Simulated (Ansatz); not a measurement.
# Cs on Cu(111): change of the work function, part 2 of 5

Wanted: Δφ(θ) for Cs/Cu(111), starting from the hcp site.

Ansatz 0.2.0; plane-wave DFT, PBE, Ansatz PAW.

So far, work function, upper face (eV): step 2 (the clean slab) 4.82.

### 3. The covered slab, k-mesh 5×5×1, coverage 0.111 ML

System of this step: Cs/Cu(111). The cell holds 37 atoms: 36 Cu and 1 Cs. Its edges and angles: a = 7.658 Å, b = 7.658 Å, c = 27.925 Å, α = 90.0°, β = 90.0°, γ = 60.0°. Vacuum lies along c.

The clean slab as it ended is repeated in the plane and the adsorbate is set on one face; the cell's size fixes the coverage, and the k-mesh shrinks with it to keep the sampling density about even. Adsorbate and upper layers relax, since the dipole depends on the height.

File input.yaml:

```yaml
crystal:
  lattice:
    - [7.6579664403, 1.0e-10, 0.0]
    - [3.8289832201, 6.6319934787, 0.0]
    - [0.0, 0.0, 27.9254784184]
  atoms:
    - { symbol: Cu, position: [0.0, 0.0, 0.3222863317] }
    - { symbol: Cu, position: [0.1111111111, 0.1111111111, 0.3969219186] }
    - { symbol: Cu, position: [0.2222222222, 0.2222222222, 0.4719478001] }
    - { symbol: Cu, position: [0.0, 0.0, 0.5465572177] }
    - { symbol: Cu, position: [0.0, 0.3333333333, 0.3222863317] }
    - { symbol: Cu, position: [0.1111111111, 0.4444444444, 0.3969219186] }
    - { symbol: Cu, position: [0.2222222222, 0.5555555556, 0.4719478001] }
    - { symbol: Cu, position: [0.0, 0.3333333333, 0.5465572177] }
    - { symbol: Cu, position: [0.0, 0.6666666667, 0.3222863317] }
    - { symbol: Cu, position: [0.1111111111, 0.7777777778, 0.3969219186] }
    - { symbol: Cu, position: [0.2222222222, 0.8888888889, 0.4719478001] }
    - { symbol: Cu, position: [0.0, 0.6666666667, 0.5465572177] }
    - { symbol: Cu, position: [0.3333333333, 0.0, 0.3222863317] }
    - { symbol: Cu, position: [0.4444444444, 0.1111111111, 0.3969219186] }
    - { symbol: Cu, position: [0.5555555556, 0.2222222222, 0.4719478001] }
    - { symbol: Cu, position: [0.3333333333, 0.0, 0.5465572177] }
    - { symbol: Cu, position: [0.3333333333, 0.3333333333, 0.3222863317] }
    - { symbol: Cu, position: [0.4444444444, 0.4444444444, 0.3969219186] }
    - { symbol: Cu, position: [0.5555555556, 0.5555555556, 0.4719478001] }
    - { symbol: Cu, position: [0.3333333333, 0.3333333333, 0.5465572177] }
    - { symbol: Cu, position: [0.3333333333, 0.6666666667, 0.3222863317] }
    - { symbol: Cu, position: [0.4444444444, 0.7777777778, 0.3969219186] }
    - { symbol: Cu, position: [0.5555555556, 0.8888888889, 0.4719478001] }
    - { symbol: Cu, position: [0.3333333333, 0.6666666667, 0.5465572177] }
    - { symbol: Cu, position: [0.6666666667, 0.0, 0.3222863317] }
    - { symbol: Cu, position: [0.7777777778, 0.1111111111, 0.3969219186] }
    - { symbol: Cu, position: [0.8888888889, 0.2222222222, 0.4719478001] }
    - { symbol: Cu, position: [0.6666666667, 0.0, 0.5465572177] }
    - { symbol: Cu, position: [0.6666666667, 0.3333333333, 0.3222863317] }
    - { symbol: Cu, position: [0.7777777778, 0.4444444444, 0.3969219186] }
    - { symbol: Cu, position: [0.8888888889, 0.5555555556, 0.4719478001] }
    - { symbol: Cu, position: [0.6666666667, 0.3333333333, 0.5465572177] }
    - { symbol: Cu, position: [0.6666666667, 0.6666666667, 0.3222863317] }
    - { symbol: Cu, position: [0.7777777778, 0.7777777778, 0.3969219186] }
    - { symbol: Cu, position: [0.8888888889, 0.8888888889, 0.4719478001] }
    - { symbol: Cu, position: [0.6666666667, 0.6666666667, 0.5465572177] }
    - { symbol: Cs, position: [0.2222222222, 0.2222222222, 0.6777136683] }
kpoints:
  mp_grid: { grid: [5, 5, 1] }
hamiltonian:
  xc: pbe
scf:
  occupations: { method: fermi_dirac, width: 0.1 }
  convergence: { dr2_threshold: 1.0e-08 }
efield:
  axis: 3
  dipole_correction: true
  ramp_position: 0.97
  ramp_width: 0.06
relax:
  f_tol: 0.02
  max_steps: 60
  constraints:
    - { sites: [0, 1, 4, 5, 8, 9, 12, 13, 16, 17, 20, 21, 24, 25, 28, 29, 32, 33] }
output:
  bader: true
  write_potential: true
  write_density: true
  volumetric_format: npy
```

Launch:

```sh
$ ansatz run input.yaml --threads 4 --pin off --max-ram 12288MiB --backend cpu --events-out ev --progress --plain --runs-dir out
```

Numbers of over 12 decimals in the logs are rounded to 6 here.

Output:

```text
[...]
Crystal: 37 atoms, lattice volume = 1418.268 Å³
Basis set: ecut = 420 eV, 27723 PW (Γ), exchange–correlation on 108×108×384 points (8 copies of the dense FFT grid, shifted against one another)
Bands: 416, of which v1, the nominal top of the filled ones, is band 347 counted from 1 (346 counted from 0)
Symmetry: 6 space group operations
[...]
k-points: 5 of 25 (time reversal used)
[...]
SCF iter   1: F=—  HF=-244171.476589 eV  |F-HF|=—  |Δ(HF+E_count)|=         —  Δρ=9.50e-3  dr2=5.81e1  ethr=1.77e-3  p=1.446 e·Å  D=1.85e-1 V/Å  ΔV_dip=-5.15 eV  dr2_dipole=5.12e1  V_vac-E_F(+/−)=-0.09/5.06 eV  ⟨swp⟩=6.8  Hψ=8378  notcnv=0  defer=141
[...]
SCF iter  18: F=-244169.824197 eV  HF=-244169.824197 eV  |F-HF|=1.34e-9  |Δ(HF+E_count)|=   5.86e-8  Δρ=3.74e-7  dr2=1.74e-9  ethr=1.44e-12  p=0.955 e·Å  D=1.22e-1 V/Å  ΔV_dip=-3.40 eV  dr2_dipole=1.63e-10  V_vac-E_F(+/−)=1.42/4.83 eV  ⟨swp⟩=6.4  Hψ=13136  notcnv=0
WARN: efield: at this solve's end the planar-averaged density reaches 2.91e-5 e/Å³ inside the ramp window [0.9342, 0.0658] (bound 1e-5 e/Å³), and -2.89e-5 e/Å³ on another of its planes; by the running means of the window's planes the mean density over a ramp is at most 1.09e-5 e/Å³, which is held to the bound (the quickstart, § The vacuum guard, A window that rings); the window's nearer edge stands 7.16 Å from this s [...]
SCF 1 converged in 18 iterations: F = -244169.824197 eV  dr2 = 1.74e-9
[...]
relax step   1: F+E_penalty+E_count = -244169.82419688 eV  Δ(F+E_penalty+E_count) = +0.000e0 eV  max|allowed force component| = 6.730e-1 eV/Å  Δτ_max = 0.0000 Å  (18 SCF iters, accepted)
[...]
SCF iter  12: F=-244169.900672 eV  HF=-244169.900672 eV  |F-HF|=1.37e-9  |Δ(HF+E_count)|=   5.30e-9  Δρ=2.94e-7  dr2=1.68e-9  ethr=1.44e-12  p=0.977 e·Å  D=1.25e-1 V/Å  ΔV_dip=-3.48 eV  dr2_dipole=1.86e-10  V_vac-E_F(+/−)=1.35/4.83 eV  ⟨swp⟩=9.0  Hψ=12828  notcnv=0
SCF 2 converged in 12 iterations: F = -244169.900672 eV  dr2 = 1.68e-9
relax step   2: F+E_penalty+E_count = -244169.90067184 eV  Δ(F+E_penalty+E_count) = -7.647e-2 eV  max|allowed force component| = 6.357e-1 eV/Å  Δτ_max = 0.1130 Å  (12 SCF iters, accepted)
SCF iter   1: F=—  HF=-244170.026197 eV  |F-HF|=—  |Δ(HF+E_count)|=         —  Δρ=1.26e-3  dr2=3.24e-2  ethr=2.48e-5  p=0.977 e·Å  D=1.25e-1 V/Å  ΔV_dip=-3.48 eV  dr2_dipole=6.15e-3  V_vac-E_F(+/−)=1.36/4.84 eV  ⟨swp⟩=8.2  Hψ=6356  notcnv=0  defer=202
[...]
SCF iter  11: F=-244170.022192 eV  HF=-244170.022192 eV  |F-HF|=1.71e-8  |Δ(HF+E_count)|=   6.29e-8  Δρ=4.34e-7  dr2=3.66e-9  ethr=1.44e-12  p=0.998 e·Å  D=1.27e-1 V/Å  ΔV_dip=-3.56 eV  dr2_dipole=8.70e-10  V_vac-E_F(+/−)=1.27/4.83 eV  ⟨swp⟩=9.4  Hψ=13413  notcnv=0
SCF 3 converged in 11 iterations: F = -244170.022192 eV  dr2 = 3.66e-9
[...]
relax step   3: F+E_penalty+E_count = -244170.02219188 eV  Δ(F+E_penalty+E_count) = -1.215e-1 eV  max|allowed force component| = 4.719e-1 eV/Å  Δτ_max = 0.1987 Å  (11 SCF iters, accepted)
[...]
relax step   4: F+E_penalty+E_count = -244170.09087012 eV  Δ(F+E_penalty+E_count) = -6.868e-2 eV  max|allowed force component| = 1.873e-1 eV/Å  Δτ_max = 0.1950 Å  (12 SCF iters, accepted)
[...]
relax step   5: F+E_penalty+E_count = -244170.10453070 eV  Δ(F+E_penalty+E_count) = -1.366e-2 eV  max|allowed force component| = 6.357e-2 eV/Å  Δτ_max = 0.1000 Å  (12 SCF iters, accepted)
SCF iter   1: F=—  HF=-244170.105702 eV  |F-HF|=—  |Δ(HF+E_count)|=         —  Δρ=2.83e-4  dr2=1.09e-3  ethr=1.57e-6  p=0.949 e·Å  D=1.21e-1 V/Å  ΔV_dip=-3.38 eV  dr2_dipole=2.59e-4  V_vac-E_F(+/−)=1.45/4.83 eV  ⟨swp⟩=4.2  Hψ=3707  notcnv=0  defer=223
[...]
SCF iter   9: F=-244170.105756 eV  HF=-244170.105756 eV  |F-HF|=1.62e-8  |Δ(HF+E_count)|=   6.70e-8  Δρ=4.52e-7  dr2=5.55e-9  ethr=1.44e-12  p=0.941 e·Å  D=1.20e-1 V/Å  ΔV_dip=-3.35 eV  dr2_dipole=5.31e-11  V_vac-E_F(+/−)=1.48/4.83 eV  ⟨swp⟩=9.4  Hψ=13926  notcnv=0
SCF 6 converged in 9 iterations: F = -244170.105756 eV  dr2 = 5.55e-9
[...]
relax step   6: F+E_penalty+E_count = -244170.10575554 eV  Δ(F+E_penalty+E_count) = -1.225e-3 eV  max|allowed force component| = 5.892e-3 eV/Å  Δτ_max = 0.0227 Å  (9 SCF iters, accepted)
NSCF: frozen V_eff on 5 k-points
[...]
SCF converged after 9 iterations
Free energy (F): -244170.105756 eV
[...]
Internal energy: -244169.613720 eV  (E = F + TS)
E sigma→0 (E₀):  -244169.859738 eV
Entropy (-TS):   -0.492035 eV (-13.298 meV/atom)
Fermi energy:    3.228370 eV
Dipole field:    D = 0.120123 V/Å  (p = 0.941504 e·Å, saw-weighted, corrected)
Work function:   Φ+ = 1.4782 eV   Φ− = 4.8327 eV
[...]
--- Forces (eV/Å), atoms counted from 1 ---
  atom   1  Cu    -0.00052380    -0.00030242    -0.00016088
  atom   2  Cu    -0.01894733    -0.01093924    -0.02708349
  atom   3  Cu     0.00000000    -0.00000000    -0.00040054
  atom   4  Cu    -0.00080821    -0.00046662    -0.00297643
  atom   5  Cu     0.00033611    -0.00019405     0.00094385
  atom   6  Cu    -0.00000000     0.02187849    -0.02708349
  atom   7  Cu    -0.00015565     0.00054171     0.00037032
  atom   8  Cu     0.00124647    -0.00071965     0.00589193
  atom   9  Cu    -0.00000000     0.00060483    -0.00016088
  atom  10  Cu    -0.01578655     0.00911437     0.00024794
  atom  11  Cu    -0.00054695    -0.00013606     0.00037032
  atom  12  Cu    -0.00000000     0.00093324    -0.00297643
  atom  13  Cu    -0.00000000     0.00038810     0.00094385
  atom  14  Cu     0.01894733    -0.01093924    -0.02708349
  atom  15  Cu     0.00039131    -0.00040565     0.00037032
  atom  16  Cu    -0.00000000     0.00143929     0.00589193
  atom  17  Cu    -0.00033611    -0.00019405     0.00094385
  atom  18  Cu     0.01120361     0.00646841     0.02260053
  atom  19  Cu     0.00000000     0.00000000     0.00069216
  atom  20  Cu    -0.00124647    -0.00071965     0.00589193
  atom  21  Cu     0.00108231    -0.00062487     0.00384292
  atom  22  Cu     0.00000000    -0.01293682     0.02260053
  atom  23  Cu     0.00054695    -0.00013606     0.00037032
  atom  24  Cu    -0.00003085     0.00001781    -0.00192815
  atom  25  Cu     0.00052380    -0.00030242    -0.00016088
  atom  26  Cu     0.00000000    -0.01822874     0.00024794
  atom  27  Cu    -0.00039131    -0.00040565     0.00037032
  atom  28  Cu     0.00080821    -0.00046662    -0.00297643
  atom  29  Cu    -0.00000000     0.00124975     0.00384292
  atom  30  Cu    -0.01120361     0.00646841     0.02260053
  atom  31  Cu     0.00015565     0.00054171     0.00037032
  atom  32  Cu     0.00000000    -0.00003563    -0.00192815
  atom  33  Cu    -0.00108231    -0.00062487     0.00384292
  atom  34  Cu     0.01578655     0.00911437     0.00024794
  atom  35  Cu     0.00000000     0.00000000    -0.00087425
  atom  36  Cu     0.00003085     0.00001781    -0.00192815
  atom  37  Cs     0.00000000    -0.00000000    -0.00566038
  max |Σ_I F_I| component: 1.14e-4 eV/Å
--- Band table (eV; the first three rows and the last of 5) ---
  k-point 0: bands = [... 343 lower, 1.7758, 2.7354, 2.7354, 2.7538, 2.7765, 2.7765, 2.7792, 2.7996, ... 65 higher]
  k-point 1: bands = [... 343 lower, 2.1914, 2.2694, 2.5424, 2.5583, 3.1407, 3.3455, 3.3571, 3.6633, ... 65 higher]
  k-point 2: bands = [... 343 lower, 2.7170, 3.0773, 3.0810, 3.3327, 3.5437, 3.6538, 3.6546, 3.9020, ... 65 higher]
  k-point 4: bands = [... 343 lower, 3.1132, 3.1185, 3.2651, 3.2935, 3.6172, 3.6183, 3.6871, 4.1350, ... 65 higher]
--- Relaxed structure (6 steps of the walk, 6 accepted, 0 SCFs on fresh bases) ---
  F+E_penalty+E_count = -244170.10575554 eV   max|allowed force component| = 5.892e-3 eV/Å
  atoms:
    - { symbol: Cu, position: [-1.1111107654569527e-11, -1.111110765456953e-11, 0.3222863317] }
    - { symbol: Cu, position: [0.111111, 0.111111, 0.396922] }
    - { symbol: Cu, position: [0.222222, 0.222222, 0.471207] }
    - { symbol: Cu, position: [0.000265948, 0.000265948, 0.547764] }
    - { symbol: Cu, position: [2.2222196305321518e-11, 0.333333, 0.3222863317] }
    - { symbol: Cu, position: [0.111111, 0.444444, 0.396922] }
    - { symbol: Cu, position: [0.221734, 0.556579, 0.471974] }
    - { symbol: Cu, position: [-0.00125043, 0.333959, 0.545521] }
    - { symbol: Cu, position: [-1.1111112030448567e-11, 0.666667, 0.3222863317] }
    - { symbol: Cu, position: [0.111111, 0.777778, 0.396922] }
    - { symbol: Cu, position: [0.221734, 0.888354, 0.471974] }
    - { symbol: Cu, position: [0.000265948, 0.666135, 0.547764] }
    - { symbol: Cu, position: [0.333333, 2.222222843677617e-11, 0.3222863317] }
    - { symbol: Cu, position: [0.444444, 0.111111, 0.396922] }
    - { symbol: Cu, position: [0.556579, 0.221734, 0.471974] }
    - { symbol: Cu, position: [0.333959, -0.00125043, 0.545521] }
    - { symbol: Cu, position: [0.333333, 0.333333, 0.3222863317] }
    - { symbol: Cu, position: [0.444444, 0.444444, 0.396922] }
    - { symbol: Cu, position: [0.555556, 0.555556, 0.472625] }
    - { symbol: Cu, position: [0.333959, 0.333959, 0.545521] }
    - { symbol: Cu, position: [0.333333, 0.666667, 0.3222863317] }
    - { symbol: Cu, position: [0.444444, 0.777778, 0.396922] }
    - { symbol: Cu, position: [0.556579, 0.888354, 0.471974] }
    - { symbol: Cu, position: [0.332906, 0.666880, 0.547893] }
    - { symbol: Cu, position: [0.666667, -1.1111107654569529e-11, 0.3222863317] }
    - { symbol: Cu, position: [0.777778, 0.111111, 0.396922] }
    - { symbol: Cu, position: [0.888354, 0.221734, 0.471974] }
    - { symbol: Cu, position: [0.666135, 0.000265948, 0.547764] }
    - { symbol: Cu, position: [0.666667, 0.333333, 0.3222863317] }
    - { symbol: Cu, position: [0.777778, 0.444444, 0.396922] }
    - { symbol: Cu, position: [0.888354, 0.556579, 0.471974] }
    - { symbol: Cu, position: [0.666880, 0.332906, 0.547893] }
    - { symbol: Cu, position: [0.666667, 0.666667, 0.3222863317] }
    - { symbol: Cu, position: [0.777778, 0.777778, 0.396922] }
    - { symbol: Cu, position: [0.888889, 0.888889, 0.472521] }
    - { symbol: Cu, position: [0.666880, 0.666880, 0.547893] }
    - { symbol: Cs, position: [0.222222, 0.222222, 0.655175] }
--- Bader charges: 37 sites ---
  site symbol  charge [e]  shift [e]
     0     Cu     -0.0229     0.0002
     1     Cu      0.0216     0.0001
     2     Cu      0.0137     0.0001
     3     Cu     -0.0890     0.0001
     4     Cu     -0.0227     0.0002
     5     Cu      0.0216     0.0001
     6     Cu      0.0175     0.0001
     7     Cu     -0.1257     0.0001
     8     Cu     -0.0229     0.0002
     9     Cu      0.0216     0.0001
    10     Cu      0.0175     0.0001
    11     Cu     -0.0890     0.0001
    12     Cu     -0.0227     0.0002
    13     Cu      0.0216     0.0001
    14     Cu      0.0175     0.0001
    15     Cu     -0.1257     0.0001
    16     Cu     -0.0227     0.0002
    17     Cu      0.0233     0.0002
    18     Cu      0.0224     0.0001
    19     Cu     -0.1257     0.0001
    20     Cu     -0.0221     0.0001
    21     Cu      0.0233     0.0002
    22     Cu      0.0175     0.0001
    23     Cu     -0.0761     0.0001
    24     Cu     -0.0229     0.0002
    25     Cu      0.0216     0.0001
    26     Cu      0.0175     0.0001
    27     Cu     -0.0890     0.0001
    28     Cu     -0.0221     0.0001
    29     Cu      0.0233     0.0002
    30     Cu      0.0175     0.0001
    31     Cu     -0.0761     0.0001
    32     Cu     -0.0221     0.0001
    33     Cu      0.0216     0.0001
    34     Cu      0.0169     0.0001
    35     Cu     -0.0761     0.0001
    36     Cs      0.7179     0.0000
  estimated error of the sums over rays = 2.4e-4 e
```

Elapsed: 26 min, on 4 threads of Arm Neoverse V1, shared host; peak memory 8.6 GiB; 1.7 h of CPU time.

Step by step:

| step | energy less that of the first step (eV) | largest force component (eV/Å) |
| --- | --- | --- |
| 1 | 0.0000 | 0.6730 |
| 2 | -0.0765 | 0.6357 |
| 3 | -0.1980 | 0.4719 |
| 4 | -0.2667 | 0.1873 |
| 5 | -0.2803 | 0.0636 |
| 6 | -0.2816 | 0.0059 |

The run keeps the 6 symmetry operations that it works with, so distortions that break them were not tested.

The atoms that moved most (Å):

| atom | dx | dy | dz | length |
| --- | --- | --- | --- | --- |
| Cs37 | 0.000 | 0.000 | -0.629 | 0.629 |
| Cu36 | 0.002 | 0.001 | 0.037 | 0.037 |
| Cu24 | -0.002 | 0.001 | 0.037 | 0.037 |
| Cu32 | 0.000 | -0.003 | 0.037 | 0.037 |
| Cu28 | -0.003 | 0.002 | 0.034 | 0.034 |
| Cu4 | 0.003 | 0.002 | 0.034 | 0.034 |
| Cu12 | 0.000 | -0.004 | 0.034 | 0.034 |
| Cu20 | 0.007 | 0.004 | -0.029 | 0.030 |

Final coordinates:

```cif
data_structure
_symmetry_space_group_name_H-M 'P 1'
_symmetry_Int_Tables_number 1
_cell_length_a 7.6580
_cell_length_b 7.6580
_cell_length_c 27.9255
_cell_angle_alpha 90.000
_cell_angle_beta 90.000
_cell_angle_gamma 60.000
_cell_volume 1418.27
loop_
_atom_site_label
_atom_site_type_symbol
_atom_site_fract_x
_atom_site_fract_y
_atom_site_fract_z
_atom_site_occupancy
Cu1 Cu 0.00000 0.00000 0.32229 1
Cu2 Cu 0.11111 0.11111 0.39692 1
Cu3 Cu 0.22222 0.22222 0.47121 1
Cu4 Cu 0.00027 0.00027 0.54776 1
Cu5 Cu 0.00000 0.33333 0.32229 1
Cu6 Cu 0.11111 0.44444 0.39692 1
Cu7 Cu 0.22173 0.55658 0.47197 1
Cu8 Cu 0.99875 0.33396 0.54552 1
Cu9 Cu 0.00000 0.66667 0.32229 1
Cu10 Cu 0.11111 0.77778 0.39692 1
Cu11 Cu 0.22173 0.88835 0.47197 1
Cu12 Cu 0.00027 0.66613 0.54776 1
Cu13 Cu 0.33333 0.00000 0.32229 1
Cu14 Cu 0.44444 0.11111 0.39692 1
Cu15 Cu 0.55658 0.22173 0.47197 1
Cu16 Cu 0.33396 0.99875 0.54552 1
Cu17 Cu 0.33333 0.33333 0.32229 1
Cu18 Cu 0.44444 0.44444 0.39692 1
Cu19 Cu 0.55556 0.55556 0.47262 1
Cu20 Cu 0.33396 0.33396 0.54552 1
Cu21 Cu 0.33333 0.66667 0.32229 1
Cu22 Cu 0.44444 0.77778 0.39692 1
Cu23 Cu 0.55658 0.88835 0.47197 1
Cu24 Cu 0.33291 0.66688 0.54789 1
Cu25 Cu 0.66667 0.00000 0.32229 1
Cu26 Cu 0.77778 0.11111 0.39692 1
Cu27 Cu 0.88835 0.22173 0.47197 1
Cu28 Cu 0.66613 0.00027 0.54776 1
Cu29 Cu 0.66667 0.33333 0.32229 1
Cu30 Cu 0.77778 0.44444 0.39692 1
Cu31 Cu 0.88835 0.55658 0.47197 1
Cu32 Cu 0.66688 0.33291 0.54789 1
Cu33 Cu 0.66667 0.66667 0.32229 1
Cu34 Cu 0.77778 0.77778 0.39692 1
Cu35 Cu 0.88889 0.88889 0.47252 1
Cu36 Cu 0.66688 0.66688 0.54789 1
Cs37 Cs 0.22222 0.22222 0.65518 1
```

This step gave:

```yaml
energy_at_zero_smearing: -244169.8597 eV
work_function_upper_face: 1.478 eV
work_function_lower_face: 4.833 eV
dipole_along_the_normal: 0.9415 e·Å
step_between_the_vacuum_levels: -3.354 eV
```

Running mean over 2.084 Å of the planar mean; the ramp of the sawtooth is left out. Electron's electrostatic potential energy less the Fermi level against z:

z (Å), electron's electrostatic potential energy less the Fermi level (eV) and a bar from the least value:
```
        4       4.83 ##############################
        5       4.83 ##############################
        6       4.78 ##############################
        7       4.15 #############################
        8      -2.70 #############
        9      -8.49 #
       10      -8.76 
       11      -8.86 
       12      -8.74 
       13      -8.85 
       14      -8.71 
       15      -8.63 #
       16      -5.67 #######
       17       1.55 #######################
       18       0.66 #####################
       19       0.31 ####################
       20       1.12 ######################
       21       1.43 #######################
       22       1.47 #######################
       23       1.48 #######################
       24       1.48 #######################
```

The relaxation took 6 steps and lowered the energy by 0.28 eV; the largest force on the free atoms ends at 0.0059 eV/Å.

The covered face has 1.48 eV, -3.34 eV against the clean one; the bare back face has moved by +0.01 eV, a measure of how thin the slab is.

(Continued in part 3 of 5.)

[Logs are printed without paths, hosts, clocks, repeated set-up lines and the standing remarks that a program may print on its own settings, such as how far it seeks lower states.]

[Hosts, paths, dates, database ids (printed as entryN), source tags and the programs' standing remarks are cut or masked in the printed files.]

[Maps of the electrostatic potential energy from Ansatz leave out the sawtooth potential of an applied field or a dipole correction, so their vacuum need not be flat; planar profiles and work functions include it.]
